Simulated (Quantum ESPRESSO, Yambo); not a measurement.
## A GW run on CaO (Lime) in Yambo, with inputs changed

Aim: change inputs of a GW run on CaO (Lime) and see what moves.

Main program and level: Yambo 5.3.0; PBE and many-body steps on it, plane waves.

## 1. The starting structure

The structure is cubic, space group Fm-3m (No. 225). Conventional cell: a = 4.813 Å, b = 4.813 Å, c = 4.813 Å, α = 90.00°, β = 90.00°, γ = 90.00°. Nearest to Ca lie 6 O at 2.41 Å. Nearest to O lie 6 Ca at 2.41 Å. Farther neighbours and most contacts between anions are not listed.

Coordinates:

```xyz
2
Lattice="0.0000 2.4065 2.4065 2.4065 0.0000 2.4065 2.4065 2.4065 0.0000" Properties=species:S:1:pos:R:3 pbc="T T T"
Ca    0.0000    0.0000    0.0000
O     2.4065    2.4065    2.4065
```

The cell and positions come from the Crystallography Open Database and are kept as given unless a step says otherwise.

## 2. Base

This step: Yambo 5.3.0; G0W0 on PBE, plane waves, norm-conserving pseudopotentials.

G0W0 replaces the xc potential by the self-energy, built once from these orbitals. Only a window of levels is corrected, while the sums run over the empty bands that the input names.

The input, gw2.in:

```
HF_and_locXC
gw0
dyson
ppa
em1d
rim_cut
RandQpts= 1000000
RandGvec= 1 RL
EXXRLvcs= 72 Ry
VXCRLvcs= 288 Ry
Chimod= "HARTREE"
% BndsRnXp
 1 | 142 |
%
NGsBlkXp= 17 Ry
% LongDrXp
 1 | 1 | 1 |
%
% GbndRnge
 1 | 142 |
%
DysSolver= "n"
ExtendOut
PPAPntXp= 27.21138 eV
% QPkrange
 1 | 1 | 7 | 10 |
 13 | 13 | 7 | 10 |
%
```

The run is started by

```console
> OMP_NUM_THREADS=1 mpirun -n 4 yambo -F gw2.in -J gw2 -C gw2 > gw2.log
```

The program printed:

```text
 Yambo, version 5.3.0

 [02] CORE Variables Setup
 =========================

  [... cell, symmetries and grids as in the set-up ...]

  [02.05] Energies & Occupations
  ==============================

  [X] === General ===
  [X] Electronic Temperature                        :  0.000000  0.000000 [eV K]
  [X] Bosonic    Temperature                        :  0.000000  0.000000 [eV K]
  [X] Finite Temperature mode                       : no
  [X] El. density                                   :  0.57403E+24 [cm-3]
  [X] Fermi Level                                   :  7.745084 [eV]

  [X] === Gaps and Widths ===
  [X] Conduction Band Min                           :  3.662475 [eV]
  [X] Valence Band Max                              :  0.000000 [eV]
  [X] Filled Bands                                  :   8
  [X] Empty Bands                                   :     9   336
  [X] Direct Gap                                    :  4.036914 [eV]
  [X] Direct Gap localized at k                     :  13
  [X] Indirect Gap                                  :  3.662475 [eV]
  [X] Indirect Gap between kpts                     :   1  13
  [X] Last valence band width                       :  1.179441 [eV]
  [X] 1st conduction band width                     :  3.369635 [eV]

 [03] Transferred momenta grid and indexing
 ==========================================

 IBZ Q-points                                      :  16
 BZ  Q-points                                      :  216

 K/Q-points units:
 rlu = crystal or reduced units; cc = cartesian coordinates; iku = interal k-units

 Q [ 1]         [rlu]:  0.000000  0.000000  0.000000
 Q [ 2]         [rlu]: -0.17600E-17 -0.17600E-17  0.16667
 Q [ 3]         [rlu]: -0.60863E-18 -0.60863E-18  0.33333
 Q [ 4]         [rlu]:  0.13869E-16  0.13869E-16 -0.50000
 Q [ 5]         [rlu]: -0.11962E-16  0.16667      0.16667
 Q [ 6]         [rlu]:  0.20734E-17  0.16667      0.33333
 Q [ 7]         [rlu]: -0.31276E-16  0.16667      0.50000
 Q [ 8]         [rlu]:  0.13869E-16  0.16667     -0.33333
 Q [ 9]         [rlu]:  0.60863E-18  0.16667     -0.16667
 Q [10]         [rlu]: -0.23925E-16  0.33333      0.33333
     [... 4 further rows ...]
 Q [15]         [rlu]:  0.166667  0.333333 -0.333333
 Q [16]         [rlu]:  0.166667 -0.500000 -0.333333

 [04] Coloumb potential Random Integration (RIM)
 ===============================================

  [04.01] RIM initialization
  ==========================

  * Diagonal components only detected *

  8 x (sBL volume)        :  0.048842 [a.u.]
  sBZ random points       :  1000000
  Points outside the sBZ  :   7999624
  RL volume               :  1.318729 [a.u.]
  Integrated volume       :  1.318791 [a.u.]

  [04.02] RIM integrals
  =====================

  Gamma point sphere radius             :  0.066305 [a.u.]
  Points outside the sphere             :   799635
  [Int_sBZ(q=0) 1/q^2]*(Vol_sBZ)^(-1/3) =:  7.763403
                                 should be <:  7.795600

  Summary of Coulomb integrals for non-metallic bands |Q|[au] RIM/Bare

  Q [1] 0.100000E-4 0.995870 * Q [2] 0.199423 1.065611
  Q [5] 0.230273 1.062979 * Q [9] 0.325656 1.025346
  Q [6] 0.381865 1.019123 * Q [3] 0.398845 1.016899
  Q [10] 0.460547 1.013120 * Q [8] 0.501869 1.010302
  Q [14] 0.514907 1.010267 * Q [7] 0.564052 1.008526
  Q [4] 0.598268 1.007214 * Q [11] 0.598268 1.007619
  Q [12] 0.651312 1.006045 * Q [15] 0.681158 1.005570
  Q [13] 0.690820 1.005754 * Q [16] 0.728189 1.005199

 [WARNING] [Xp] User bands 1-142 break level degeneracy

 [05] Dipoles
 ============

  [05.01] Setup: observables and procedures
  =========================================

 [06] Dynamic Dielectric Matrix (PPA)
 ====================================

 [WR./gw2//ndb.pp]---------------------------------------------------------------
  Brillouin Zone Q/K grids (IBZ/BZ)                :   16  216   16  216
  RL vectors                                       :  2637 [WF]
  Coulomb cutoff potential                         : none
  Electronic Temperature                           :  0.000000 [K]
  Bosonic    Temperature                           :  0.000000 [K]
  PPA    diel. fun.  energies                      : Perdew, Burke & Ernzerhof(X)+Perdew, Burke & Ernzerhof(C)
  wavefunctions                                    : Perdew, Burke & Ernzerhof(X)+Perdew, Burke & Ernzerhof(C)
  Global Gauge                                     : length
  X matrix size                                    :  259
  X band range                                     :    1  142
  X e/h energy range                               : -1.000000 -1.000000 [eV]
  X Time ordering                                  : R
  X Hxc Kernel                                     : HARTREE
  X Drude frequency                                :  0.000000  0.000000
  X poles                                          :  100.0000 [o/o]
  RL vectors in the sum                            :  2637
  [r,Vnl] included                                 : yes
  Field direction                                  :  0.577350E-5  0.577350E-5  0.577350E-5
  BZ energy Double Grid                            : no
  BZ energy DbGd points                            : 0
  BZ Q point size factor                           : -1.000000
  X Optical Averaged directions                    : none

 [07] Local Exchange-Correlation + Non-Local Fock
 ================================================

 [VXC] Plane waves :  15593
 [EXS] Plane waves :  1989

 QP @ state[ 1 ] K range:  1  1
 QP @ state[ 1 ] b range:   7  10
 QP @ state[ 2 ] K range:  13  13
 QP @ state[ 2 ] b range:   7  10

 [xc] Functional : Perdew, Burke & Ernzerhof(X)+Perdew, Burke & Ernzerhof(C)
 [xc] LIBXC used to calculate xc functional
  PP Number of Atomic Species                      :  2
  NLCC RL compoments                               :  15593
  PP Number of Atomic Species                      :  2
  NLCC RL compoments                               :  15593

 [xc] E_xc :  -8.750691 [Ha]
      E_xc :  -17.50138 [Ry]

  Local XC kind (lXC) : Perdew, Burke & Ernzerhof(X)+Perdew, Burke & Ernzerhof(C)
  Non-Local XC kind (nlXC) : Hartree-Fock

  Corrections @ K [1] :  [eV]
 <7|nlXC|7> = -24.56472  0.15117E-16 <7|lXC|7> = -19.38763 -0.32472E-16
 <8|nlXC|8> = -24.56471  0.87350E-17 <8|lXC|8> = -19.38763  0.18071E-20
 <9|nlXC|9> = -6.461774 -0.33078E-18 <9|lXC|9> = -10.89252  0.94359E-16
 <10|nlXC|10> = -7.016213  0.83074E-19 <10|lXC|10> = -13.89969 -0.18885E-15

  Corrections @ K [13] :  [eV]
 <7|nlXC|7> = -24.25009 -0.81306E-17 <7|lXC|7> = -18.91591  0.37761E-15
 <8|nlXC|8> = -24.25001 -0.25249E-17 <8|lXC|8> = -18.91591 -0.28323E-15
 <9|nlXC|9> = -5.922964 -0.10002E-17 <9|lXC|9> = -11.42976  0.18873E-15
 <10|nlXC|10> = -8.847700 -0.34060E-18 <10|lXC|10> = -16.11193 -0.33878E-19

 [08] Dyson equation: Newton solver
 ==================================

  [08.01] G0W0 (W PPA)
  ====================

  [  GW  ] Bands range     :    1  142
  [GW/PPA] G damping       :  0.100000 [eV]

  QP @ state[ 1 ] K range:  1  1
  QP @ state[ 1 ] b range:   7  10
  QP @ state[ 2 ] K range:  13  13
  QP @ state[ 2 ] b range:   7  10

   Sc/G bands                                       :    1  142
   Sc/G damping                                     :  0.100000 ev
   Sc bands terminator                              : no
   Sx RL components                                 :  1989

   QP @ state[ 1 ] K range                          :  1  1
   QP @ state[ 1 ] b range                          :   7  10
   QP @ state[ 2 ] K range                          :  13  13
   QP @ state[ 2 ] b range                          :   7  10
   GF energies kind                                 : Perdew, Burke & Ernzerhof(X)+Perdew, Burke & Ernzerhof(C)
   GF WF`s kind                                     : Perdew, Burke & Ernzerhof(X)+Perdew, Burke & Ernzerhof(C)
   Xs energies kind                                 : Perdew, Burke & Ernzerhof(X)+Perdew, Burke & Ernzerhof(C)
   Xs WF`s kind                                     : Perdew, Burke & Ernzerhof(X)+Perdew, Burke & Ernzerhof(C)

 [11] Game Over & Game summary
```

Wall time 4.2 min (4 MPI ranks of Arm Neoverse V2, shared host); peak memory 1.6 GiB.

Numbers from this step:

| Property | Result |
| --- | --- |
| G0W0 gap on the points computed | 5.811 eV |
| starting gap on the mesh | 3.662 eV |
| k of the valence top | 0, 0, 0 |
| k of the conduction bottom | 0, -0.5, -0.5 |
| least direct G0W0 gap on the computed points | 6.209 eV |
| Z at the valence top | 0.7799 |
| Z at the conduction bottom | 0.8503 |

The gap on the mesh goes from 3.66 eV to 5.81 eV, a correction of +2.15 eV.

## 3. Core charge in Vxc

gw6.in, as its differences from gw2.in of step 2:

```diff
@@ -28 +28,2 @@
 %
+UseNLCC
```

The run is started by

```console
> OMP_NUM_THREADS=1 mpirun -n 4 yambo -F gw6.in -J gw6,gw2_W -C gw6 > gw6.log
```

The program printed:

```text
 Yambo, version 5.3.0

 [02] CORE Variables Setup
 =========================

  [... cell, symmetries and grids as in the set-up ...]

  [02.05] Energies & Occupations
  ==============================

  [X] === General ===
  [X] Electronic Temperature                        :  0.000000  0.000000 [eV K]
  [X] Bosonic    Temperature                        :  0.000000  0.000000 [eV K]
  [X] Finite Temperature mode                       : no
  [X] El. density                                   :  0.57403E+24 [cm-3]
  [X] Fermi Level                                   :  7.745084 [eV]

  [X] === Gaps and Widths ===
  [X] Conduction Band Min                           :  3.662475 [eV]
  [X] Valence Band Max                              :  0.000000 [eV]
  [X] Filled Bands                                  :   8
  [X] Empty Bands                                   :     9   336
  [X] Direct Gap                                    :  4.036914 [eV]
  [X] Direct Gap localized at k                     :  13
  [X] Indirect Gap                                  :  3.662475 [eV]
  [X] Indirect Gap between kpts                     :   1  13
  [X] Last valence band width                       :  1.179441 [eV]
  [X] 1st conduction band width                     :  3.369635 [eV]

 [03] Transferred momenta grid and indexing
 ==========================================

 IBZ Q-points                                      :  16
 BZ  Q-points                                      :  216

 K/Q-points units:
 rlu = crystal or reduced units; cc = cartesian coordinates; iku = interal k-units

 Q [ 1]         [rlu]:  0.000000  0.000000  0.000000
 Q [ 2]         [rlu]: -0.17600E-17 -0.17600E-17  0.16667
 Q [ 3]         [rlu]: -0.60863E-18 -0.60863E-18  0.33333
[...]
Q [ 8]         [rlu]:  0.13869E-16  0.16667     -0.33333
 Q [ 9]         [rlu]:  0.60863E-18  0.16667     -0.16667
 Q [10]         [rlu]: -0.23925E-16  0.33333      0.33333
     [... 4 further rows ...]
 Q [15]         [rlu]:  0.166667  0.333333 -0.333333
 Q [16]         [rlu]:  0.166667 -0.500000 -0.333333

 [04] Coloumb potential Random Integration (RIM)
 ===============================================

 Summary of Coulomb integrals for non-metallic bands |Q|[au] RIM/Bare

 Q [1] 0.100000E-4 0.995870 * Q [2] 0.199423 1.065611
 Q [5] 0.230273 1.062979 * Q [9] 0.325656 1.025346
 Q [6] 0.381865 1.019123 * Q [3] 0.398845 1.016899
[...]
Q [12] 0.651312 1.006045 * Q [15] 0.681158 1.005570
 Q [13] 0.690820 1.005754 * Q [16] 0.728189 1.005199

 [WARNING] [Xp] User bands 1-142 break level degeneracy

 [05] Dipoles
 ============

  [05.01] Setup: observables and procedures
  =========================================

 [06] Dynamic Dielectric Matrix (PPA)
 ====================================

   Sc/G bands                                       :    1  142
   Sc/G damping                                     :  0.100000 ev
   Sc bands terminator                              : no
   Sx RL components                                 :  1989

   QP @ state[ 1 ] K range                          :  1  1
   QP @ state[ 1 ] b range                          :   7  10
   QP @ state[ 2 ] K range                          :  13  13
   QP @ state[ 2 ] b range                          :   7  10
   GF energies kind                                 : Perdew, Burke & Ernzerhof(X)+Perdew, Burke & Ernzerhof(C)
   GF WF`s kind                                     : Perdew, Burke & Ernzerhof(X)+Perdew, Burke & Ernzerhof(C)
   Xs energies kind                                 : Perdew, Burke & Ernzerhof(X)+Perdew, Burke & Ernzerhof(C)
   Xs WF`s kind                                     : Perdew, Burke & Ernzerhof(X)+Perdew, Burke & Ernzerhof(C)

 [11] Game Over & Game summary
```

It took 1.9 min on 4 MPI ranks; peak memory 1.6 GiB; 7.7 min of CPU time.

Numbers from this step:

```yaml
g0w0_gap_on_the_points_computed: 5.627 eV
starting_gap_on_the_mesh: 3.662 eV
k_of_the_valence_top: 0, 0, 0
k_of_the_conduction_bottom: 0, -0.5, -0.5
least_direct_g0w0_gap_on_the_computed_points: 6.105 eV
z_at_the_valence_top: 0.7799
z_at_the_conduction_bottom: 0.8503
```

Against G0W0 in Yambo (6×6×6 mesh, 142 bands, screening to 231.3 eV, Godby-Needs plasmon pole), the gap moves by −0.185 eV.

## 4. Field direction

gw7.in, as its differences from gw6.in of step 3:

```diff
@@ -16,3 +16,3 @@
 % LongDrXp
- 1 | 1 | 1 |
+ 1 | 0 | 0 |
 %
@@ -28,2 +28 @@
 %
-UseNLCC
```

The run is started by

```console
> OMP_NUM_THREADS=1 mpirun -n 4 yambo -F gw7.in -J gw7 -C gw7 > gw7.log
```

The program printed:

```text
 Yambo, version 5.3.0

 [02] CORE Variables Setup
 =========================

  [... cell, symmetries and grids as in the set-up ...]

  [02.05] Energies & Occupations
  ==============================

  [X] === General ===
  [X] Electronic Temperature                        :  0.000000  0.000000 [eV K]
  [X] Bosonic    Temperature                        :  0.000000  0.000000 [eV K]
  [X] Finite Temperature mode                       : no
  [X] El. density                                   :  0.57403E+24 [cm-3]
[...]
QP @ state[ 1 ] b range                          :   7  10
   QP @ state[ 2 ] K range                          :  13  13
   QP @ state[ 2 ] b range                          :   7  10
   GF energies kind                                 : Perdew, Burke & Ernzerhof(X)+Perdew, Burke & Ernzerhof(C)
   GF WF`s kind                                     : Perdew, Burke & Ernzerhof(X)+Perdew, Burke & Ernzerhof(C)
   Xs energies kind                                 : Perdew, Burke & Ernzerhof(X)+Perdew, Burke & Ernzerhof(C)
   Xs WF`s kind                                     : Perdew, Burke & Ernzerhof(X)+Perdew, Burke & Ernzerhof(C)

 [11] Game Over & Game summary
```

The job ended after 4.2 min (4 MPI ranks; peak memory 1.6 GiB).

This step gave:

```yaml
g0w0_gap_on_the_points_computed: 5.811 eV
starting_gap_on_the_mesh: 3.662 eV
k_of_the_valence_top: 0, 0, 0
k_of_the_conduction_bottom: 0, -0.5, -0.5
least_direct_g0w0_gap_on_the_computed_points: 6.209 eV
```

Against G0W0 in Yambo (6×6×6 mesh, 142 bands, screening to 231.3 eV, Godby-Needs plasmon pole), the gap moves by +0.000 eV.

## 5. Two empty bands

gw8.in, as its differences from gw7.in of step 4:

```diff
@@ -12,3 +12,3 @@
 % BndsRnXp
- 1 | 142 |
+ 1 | 10 |
 %
@@ -16,6 +16,6 @@
 % LongDrXp
- 1 | 0 | 0 |
+ 1 | 1 | 1 |
 %
 % GbndRnge
- 1 | 142 |
+ 1 | 10 |
 %
```

The run is started by

```console
> OMP_NUM_THREADS=1 mpirun -n 4 yambo -F gw8.in -J gw8 -C gw8 > gw8.log
```

The program printed:

```text
 Yambo, version 5.3.0

 [02] CORE Variables Setup
 =========================

  [... cell, symmetries and grids as in the set-up ...]

  [02.05] Energies & Occupations
  ==============================

  [X] === General ===
  [X] Electronic Temperature                        :  0.000000  0.000000 [eV K]
  [X] Bosonic    Temperature                        :  0.000000  0.000000 [eV K]
  [X] Finite Temperature mode                       : no
  [X] El. density                                   :  0.57403E+24 [cm-3]
  [X] Fermi Level                                   :  7.745084 [eV]

  [X] === Gaps and Widths ===
  [X] Conduction Band Min                           :  3.662475 [eV]
  [X] Valence Band Max                              :  0.000000 [eV]
  [X] Filled Bands                                  :   8
  [X] Empty Bands                                   :     9   336
  [X] Direct Gap                                    :  4.036914 [eV]
  [X] Direct Gap localized at k                     :  13
  [X] Indirect Gap                                  :  3.662475 [eV]
  [X] Indirect Gap between kpts                     :   1  13
  [X] Last valence band width                       :  1.179441 [eV]
  [X] 1st conduction band width                     :  3.369635 [eV]

 [03] Transferred momenta grid and indexing
 ==========================================

 IBZ Q-points                                      :  16
 BZ  Q-points                                      :  216

 K/Q-points units:
 rlu = crystal or reduced units; cc = cartesian coordinates; iku = interal k-units

 Q [ 1]         [rlu]:  0.000000  0.000000  0.000000
 Q [ 2]         [rlu]: -0.17600E-17 -0.17600E-17  0.16667
 Q [ 3]         [rlu]: -0.60863E-18 -0.60863E-18  0.33333
[...]
NLCC RL compoments                               :  15593
  PP Number of Atomic Species                      :  2
  NLCC RL compoments                               :  15593

 [xc] E_xc :  -8.750691 [Ha]
      E_xc :  -17.50138 [Ry]

  Local XC kind (lXC) : Perdew, Burke & Ernzerhof(X)+Perdew, Burke & Ernzerhof(C)
  Non-Local XC kind (nlXC) : Hartree-Fock

  Corrections @ K [1] :  [eV]
 <7|nlXC|7> = -24.56472  0.15117E-16 <7|lXC|7> = -19.38763 -0.32472E-16
 <8|nlXC|8> = -24.56471  0.87350E-17 <8|lXC|8> = -19.38763  0.18071E-20
 <9|nlXC|9> = -6.461774 -0.33078E-18 <9|lXC|9> = -10.89252  0.94359E-16
[...]
Corrections @ K [13] :  [eV]
[...]
<9|nlXC|9> = -5.922964 -0.10002E-17 <9|lXC|9> = -11.42976  0.18873E-15
 <10|nlXC|10> = -8.847700 -0.34060E-18 <10|lXC|10> = -16.11193 -0.33878E-19

 [08] Dyson equation: Newton solver
 ==================================

  [08.01] G0W0 (W PPA)
  ====================

  [  GW  ] Bands range     :   1  10
  [GW/PPA] G damping       :  0.100000 [eV]

  QP @ state[ 1 ] K range:  1  1
  QP @ state[ 1 ] b range:   7  10
  QP @ state[ 2 ] K range:  13  13
  QP @ state[ 2 ] b range:   7  10

   Sc/G bands                                       :   1  10
   Sc/G damping                                     :  0.100000 ev
   Sc bands terminator                              : no
   Sx RL components                                 :  1989

   QP @ state[ 1 ] K range                          :  1  1
   QP @ state[ 1 ] b range                          :   7  10
   QP @ state[ 2 ] K range                          :  13  13
   QP @ state[ 2 ] b range                          :   7  10
   GF energies kind                                 : Perdew, Burke & Ernzerhof(X)+Perdew, Burke & Ernzerhof(C)
   GF WF`s kind                                     : Perdew, Burke & Ernzerhof(X)+Perdew, Burke & Ernzerhof(C)
   Xs energies kind                                 : Perdew, Burke & Ernzerhof(X)+Perdew, Burke & Ernzerhof(C)
   Xs WF`s kind                                     : Perdew, Burke & Ernzerhof(X)+Perdew, Burke & Ernzerhof(C)

 [11] Game Over & Game summary
```

Wall time 17 s (4 MPI ranks); peak memory 1.4 GiB; 64 s of CPU time.

The run ended normally, though the input holds a fault or crude settings.

The fault put into this input: two empty bands. It printed a gap of 7.73 eV, an artefact of the input.

## 6. The runs together

Times are wall times on 4 MPI ranks of Arm Neoverse V2, shared host, good to a factor of about two.

```
               run   mesh  bands  screening cutoff (eV)  DFT gap (eV)  gap on the mesh (eV)  direct (eV)     time
              base  6×6×6    142                  231.3         3.662                 5.811        6.209  4.2 min
core charge in Vxc  6×6×6    142                  231.3         3.662                 5.627        6.105  1.9 min
   field direction  6×6×6    142                  231.3         3.662                 5.811        6.209  4.2 min
```

## 7. Results

```yaml
base: 5.811 eV
core_charge_in_vxc: 5.627 eV
field_direction: 5.811 eV
known_limits: not at the basis limit
```

In words: Core charge in Vxc: −0.185 eV against base (keys changed: UseNLCC). Field direction: no change against base (keys changed: LongDrXp). Bands and cutoff are finite, so the gap is not at the basis limit. The miss can reach some tenths of an eV and take either sign; the mesh is an error of its own. In the G0W0 runs levels were corrected at 2 k points alone, so a gap called «on the mesh» is the least over those, and an edge elsewhere would be missed.

[Paths, hosts, dates, memory and timing lines, banners, echoed tables and standing remarks are left out of the program output.]

[Logs are printed without paths, hosts, clocks, repeated set-up lines and the standing remarks that a program may print on its own settings, such as how far it seeks lower states.]

[Runs of the session that timed out or met a known fault of the program may be left out.]

[Hosts, paths, dates, database ids (printed as entryN), source tags and the programs' standing remarks are cut or masked in the printed files.]
